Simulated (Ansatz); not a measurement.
# TaN: the cost of one run

Program: Ansatz 0.2.0. Level of theory: DFT PBEsol, scalar-relativistic, plane waves, PAW. These are calculated values, not measurements.

**1. The structure to begin with**

It takes space group P6_3/mmc (No. 194, hexagonal). Conventional cell: a = 2.889 Å, b = 2.889 Å, c = 5.860 Å, α = 90.00°, β = 90.00°, γ = 120.00°. Ta (site symmetry -3m) has 6 N at 2.22 Å in its first shell of neighbours. Around N (site symmetry -6m2) lie 6 Ta at 2.22 Å.

Coordinates:

```xyz
4
Lattice="2.8892 0.0000 0.0000 -1.4446 2.5021 0.0000 0.0000 0.0000 5.8600" Properties=species:S:1:pos:R:3 pbc="T T T"
Ta    0.0000    0.0000    0.0000
Ta    0.0000    0.0000    2.9300
N     0.0000    1.6681    1.4650
N     1.4446    0.8340    4.3950
```

It is the result of an earlier relaxation at this level (volume 10.59 Å³/atom; gap on the mesh: none (metal)).

**2. The scan**

The energy is mapped over a normal mode and a strain (zone-centre modes of the cell shown) (x along [1 0 0], y along [1 2 0], z along [0 0 1] of the conventional cell).

- amplitude of mode 4 (149 cm⁻¹), largest displacement in the unstrained cell: 7 values from −0.142 to 0.142 Å
- equal normal strain along x and y: 7 values from −4.00 to 4.00 %

Nothing else is relaxed (the pattern is fixed in fractional coordinates). Energies count from the relaxed high-symmetry cell. Points are written as (first, second).

The modes come from a phonon run on the reference cell, made beforehand.

Displacement patterns for an amplitude of 1 (Å):

```tsv
atom	x1	y1	z1
Ta1	1.000	0.000	0.000
Ta2	-1.000	0.000	0.000
N3	0.000	0.000	0.000
N4	0.000	0.000	0.000
```

**3. The run at (−0.142 Å, −4.00 %)**

File input.yaml:

```yaml
crystal:
  lattice:
    - [2.7736134188, 0.0, 0.0]
    - [-1.3868067094, 2.402019681, 0.0]
    - [0.0, 0.0, 5.8600190937]
  atoms:
    - { symbol: Ta, position: [-0.0491488825, 0.0, 0.0] }
    - { symbol: Ta, position: [0.0491488825, 0.0, 0.5] }
    - { symbol: "N", position: [0.3333333333, 0.6666666667, 0.25] }
    - { symbol: "N", position: [0.6666666667, 0.3333333333, 0.75] }
basis:
  ecutwfc: 520.0
kpoints:
  mp_grid: { grid: [15, 15, 8] }
hamiltonian:
  xc: pbesol
  pseudopotentials: { kind: paw, azcp: { folder: soft_1 } }
scf:
  occupations: { method: gaussian, width: 0.15 }
output:
  forces: true
  stress: true
  eigenvalues: true
```

Run with:

```
> ansatz run input.yaml --threads 2 --pin off --max-ram 4096MiB --backend cpu --events-out ev --progress --plain --runs-dir out
```

Q: Estimate wall time and peak memory on 2 threads of Arm Neoverse N1, shared host.

About 30 s, with a peak of 0.6 GiB.
